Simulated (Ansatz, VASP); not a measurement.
# One calculation of Cd, two programs

INCAR

```
PREC     = Accurate       # precision mode
ENCUT    = 520            # plane-wave cutoff, eV
EDIFF    = 1E-6           # SCF threshold, eV
ISMEAR   = 0              # smearing method
SIGMA    = 0.15           # smearing width, eV
LREAL    = False          # projectors in reciprocal space
LASPH    = True           # aspherical terms in the spheres
NELM     = 100            # most SCF steps
ALGO     = Normal         # electronic algorithm
ISIF     = 2              # what is computed and relaxed
LWAVE    = False          # write WAVECAR
LCHARG   = True           # write CHGCAR
GGA      = PE             # functional
LELF     = True           # ELF
LVHAR    = True         
NBANDS   = 12             # bands
```

The input KPOINTS:

```
regular mesh
0
Gamma
  21 21 21
```

POSCAR

```
Cd
1.0
    1.7321968933      1.0000843426      2.1107319048
   -1.7321968933      1.0000843426      2.1107319048
    0.0000000000     -2.0001686853      2.1107319048
Cd
1
Direct
    0.0000000000      0.0000000000      0.0000000000
```

Input for Ansatz:

```yaml
crystal:
  lattice:
    - [1.7321968933, 1.0000843426, 2.1107319048]
    - [-1.7321968933, 1.0000843426, 2.1107319048]
    - [0.0, -2.0001686853, 2.1107319048]
  atoms:
    - { symbol: Cd, position: [0.0, 0.0, 0.0] }
basis:
  ecutwfc: 420
kpoints:
  mp_grid: { grid: [21, 21, 21] }
hamiltonian:
  xc: pbe
scf:
  occupations: { method: gaussian, width: 0.15 }
output:
  forces: true
  stress: true
  eigenvalues: true
```

Alike in both runs: task single point; functional PBE; k mesh 21 × 21 × 21; occupations gaussian, width 0.15 eV; no spin polarisation.

```csv
,VASP,Ansatz
version,VASP 6.6.1,Ansatz 0.2.0
potentials or method,"VASP PAW PBE potentials, release 64 (Cd)","scalar-relativistic, plane waves, PAW"
plane-wave cutoff (eV),520,420
valence electrons in the cell,12,20
```

|  | VASP | Ansatz | Ansatz less VASP |
| --- | --- | --- | --- |
| gap on the k mesh at the Fermi level (eV) | none | none | - |
| pressure (GPa) | 6.1 | 5.7 | -0.38 |
| largest component of the traceless stress (GPa) | 4.74 | 4.60 | -0.134 |

A gap of «none» marks a metal or a gap that the smearing closes. With one functional, cell and mesh, what is left measures potentials, basis and numerics. The two sets of potentials don't hold the same shells in valence.
